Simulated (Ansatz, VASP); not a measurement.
**Si2Mo in VASP and in Ansatz**

File INCAR:

```
SYSTEM = Si2Mo
ALGO = Normal
EDIFF = 1E-6
ENCUT = 520
GGA = CA
ISIF = 2
ISMEAR = -1
LASPH = .True.
LCHARG = .False.
LREAL = .False.
LWAVE = .False.
NBANDS = 18
NELM = 80
PREC = Accurate
SIGMA = 0.05
```

File KPOINTS:

```
k-points
0
Gamma
  12 12 12
  0 0 0
```

The input POSCAR:

```
Si2Mo
1.0
   -1.5892614214      1.5892614214      3.9041200105
    1.5892614214     -1.5892614214      3.9041200105
    1.5892614214      1.5892614214     -3.9041200105
Mo Si
1 2
Direct
    0.0000000000      0.0000000000      0.0000000000
    0.6670000000      0.6670000000      0.0000000000
    0.3330000000      0.3330000000      0.0000000000
```

Contents of input.yaml:

```yaml
crystal:
  lattice:
    - [-1.5892614214, 1.5892614214, 3.9041200105]
    - [1.5892614214, -1.5892614214, 3.9041200105]
    - [1.5892614214, 1.5892614214, -3.9041200105]
  atoms:
    - { symbol: Mo, position: [0.0, 0.0, 0.0] }
    - { symbol: Si, position: [0.667, 0.667, 0.0] }
    - { symbol: Si, position: [0.333, 0.333, 0.0] }
kpoints:
  mp_grid: { grid: [12, 12, 12] }
scf:
  occupations: { method: fermi_dirac, width: 0.05 }
hamiltonian:
  xc: lda
  pseudopotentials: { kind: all_electron, lapw: { basis_error: 0.002 } }
output:
  forces: true
  stress: true
  eigenvalues: true
```

Change from the starting cell: volume scaled by 0.98.

Alike in both runs: task single point; functional LDA; k mesh 12 × 12 × 12; occupations fermi-dirac, width 0.05 eV; no spin polarisation.

|  | VASP | Ansatz |
| --- | --- | --- |
| version | VASP 6.6.1 | Ansatz 0.2.0 |
| potentials or method | VASP PAW LDA potentials, release 64 (Mo_sv, Si) | all-electron LAPW, scalar-relativistic |
| plane-wave cutoff (eV) | 520 | see its input |

VASP gave:

* gap on the k mesh at the Fermi level (eV): none
* pressure (GPa): -1.2
* largest component of the traceless stress (GPa): 0.87
* rms of the force components (eV/Å): 0.158

Task: What did Ansatz give for the same quantities?

Result: gap on the k mesh at the Fermi level (eV): none; pressure (GPa): -1.8; largest component of the traceless stress (GPa): 0.91; rms of the force components (eV/Å): 0.162.

Atom by atom the forces differ by 0.005 eV/Å (rms over components). A gap of «none» marks a metal or a gap that the smearing closes. Ansatz ran all-electron here, so the differences hold the error of VASP's frozen core and of both bases.
